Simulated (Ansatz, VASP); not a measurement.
## One calculation of Tc, two programs

Contents of INCAR:

```
ALGO     = Normal         # electronic algorithm
EDIFF    = 1E-7           # SCF threshold, eV
ENCUT    = 520            # plane-wave cutoff, eV
GGA      = PE             # functional
ISIF     = 2              # what is computed and relaxed
ISMEAR   = -1             # smearing method
LASPH    = T              # aspherical terms in the spheres
LCHARG   = T              # write CHGCAR
LELF     = T              # ELF
LREAL    = F              # projectors in reciprocal space
LVHAR    = T            
LWAVE    = F              # write WAVECAR
NBANDS   = 12             # bands
NELM     = 80             # most SCF steps
PREC     = Accurate       # precision mode
SIGMA    = 0.05           # smearing width, eV
```

File KPOINTS:

```
k-points
0
Gamma
  14 14 14
```

Contents of POSCAR:

```
Tc
1.0
    0.0000000000      1.9792500000      1.9500000000
    1.9792500000      0.0000000000      1.9500000000
    1.9792500000      1.9792500000      0.0000000000
Tc
1
Direct
    0.0000000000      0.0000000000      0.0000000000
```

Input for Ansatz:

```yaml
crystal:
  lattice:
    - [0.0, 1.97925, 1.95]
    - [1.97925, 0.0, 1.95]
    - [1.97925, 1.97925, 0.0]
  atoms:
    - { symbol: Tc, position: [0.0, 0.0, 0.0] }
kpoints:
  mp_grid: { grid: [14, 14, 14] }
scf:
  occupations: { method: fermi_dirac, width: 0.05 }
hamiltonian:
  xc: pbe
  pseudopotentials: { kind: all_electron, lapw: { basis_error: 0.0005 } }
output:
  forces: true
  stress: true
  eigenvalues: true
```

Change from the starting cell: x and y stretched by +1.5 %, z held.

Alike in both runs: task single point; functional PBE; k mesh 14 × 14 × 14; occupations fermi-dirac, width 0.05 eV; no spin polarisation.

```csv
,VASP,Ansatz
version,VASP 6.6.1,Ansatz 0.2.0
potentials or method,"VASP PAW PBE potentials, release 64 (Tc_pv)","all-electron LAPW, scalar-relativistic"
plane-wave cutoff (eV),520,see its input
```

```csv
,VASP,Ansatz,Ansatz less VASP
pressure (GPa),-14.3,-13.7,+0.55
largest component of the traceless stress (GPa),1.92,1.93,+0.007
```

Ansatz ran all-electron here, so the differences hold the error of VASP's frozen core and of both bases.
